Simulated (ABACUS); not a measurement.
W:

```
CELL_PARAMETERS angstrom
1.58234 1.58234 1.58234
-1.58234 1.58234 1.58234
-1.58234 -1.58234 1.58234
ATOMIC_POSITIONS crystal
W 0.00000 0.00000 0.00000
```

- Program: ABACUS 3.10.1
- Task: relaxation of cell and atoms
- Functional: M06-L
- Potentials or basis: SG15 ONCV 1.2 PBE
- Cutoff: 1170 eV
- Density cutoff: 4680 eV
- Basis: plane waves
- k mesh: 8 × 8 × 8
- Occupations: fermi-dirac, width 0.05 eV
- Spin: no spin polarisation

At the start: pressure -11.0 GPa; volume 15.85 Å³/atom.

Q: How do energy, volume and symmetry change on relaxing?

A: Over 10 steps the energy falls by 18.0 meV/atom and the volume is 15.34 Å³/atom (-3.2 %); space group Im-3m (No. 229, to 0.05 Å).

Step by step:
```csv
step,energy change (eV),largest force (eV/Å),pressure (GPa),volume (Å³)
1,0.0000,0.0000,-10.96,15.85
2,0.3255,0.0000,63.62,13.41
3,-0.0179,0.0000,-0.81,15.37
4,-0.0180,0.0000,-0.17,15.34
5,-0.0180,0.0000,-0.10,15.34
6,-0.0180,0.0000,-0.25,15.34
7,-0.0180,0.0000,-0.17,15.34
8,-0.0180,0.0000,-0.11,15.34
9,-0.0180,0.0000,-0.17,15.34
10,-0.0180,0.0000,0.01,15.34
```

Final structure:
```
CELL_PARAMETERS angstrom
1.56536 1.56536 1.56536
-1.56536 1.56536 1.56536
-1.56536 -1.56536 1.56536
ATOMIC_POSITIONS crystal
W 0.00000 0.00000 0.00000
```

Caveat: the potentials were made for another functional, which shifts forces and pressure.
